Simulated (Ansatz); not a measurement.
KBr in the NiAs-type structure, relaxed with r2SCAN in the PAW code Ansatz. Space group P6_3/mmc (No. 194), hexagonal; a = 4.559 Å, c = 8.020 Å in the conventional setting, 36.09 Å³ an atom. Around K lie 6 Br at 3.31 Å; around Br lie 6 K at 3.31 Å.

The axes x, y and z are those of this cell:
```yaml
crystal:
  lattice:
    - [4.55930, 0.00000, 0.00000]
    - [-2.27965, 3.94847, 0.00000]
    - [0.00000, 0.00000, 8.02007]
  atoms:
    - { symbol: K, position: [0.00000, 0.00000, 0.00000] }
    - { symbol: K, position: [0.00000, 0.00000, 0.50000] }
    - { symbol: Br, position: [0.33333, 0.66667, 0.25000] }
    - { symbol: Br, position: [0.66667, 0.33333, 0.75000] }
```

Unstrained: The PBE gap is direct at Γ: 4.353 eV. With r2SCAN the gap is 4.994 eV and direct, at Γ. HSE06 gives a direct gap of 5.517 eV at Γ. Meshes: PBE 6×6×4, r2SCAN 6×6×4, HSE06 6×6×2. Strains are changes of length per length, and xy shears are angles. After each strain the atoms were relaxed again with r2SCAN within the symmetry that the strain leaves, so tilts or polar shifts that break it weren't tested; points keep the names that they have in the unstrained zone. No spin polarisation. The prototype was imposed, so other structures may be more stable.

(1) Apply xy shear, engineering strain (angle) -1.25 %. How far does the gap move, against the unstrained cell?

(2) Estimate what uniaxial +5.26 % along z, other directions held does to the gap.

Answers

(1) PBE: the gap goes from 4.353 to 4.340 eV (-0.013 eV). r2SCAN: the gap goes from 4.994 to 4.980 eV (-0.014 eV). HSE06: the gap goes from 5.517 to 5.503 eV (-0.014 eV). The r2SCAN energy rises by 0.1 meV an atom.

(2) PBE: the gap goes from 4.353 to 4.113 eV (-0.240 eV). r2SCAN: the gap goes from 4.994 to 4.738 eV (-0.256 eV). HSE06: the gap goes from 5.517 to 5.260 eV (-0.257 eV). The r2SCAN energy rises by 9.1 meV an atom.

Spin-orbit coupling is left out.

The meshes of the hybrids are coarse, so their gaps aren't converged to the digits shown.
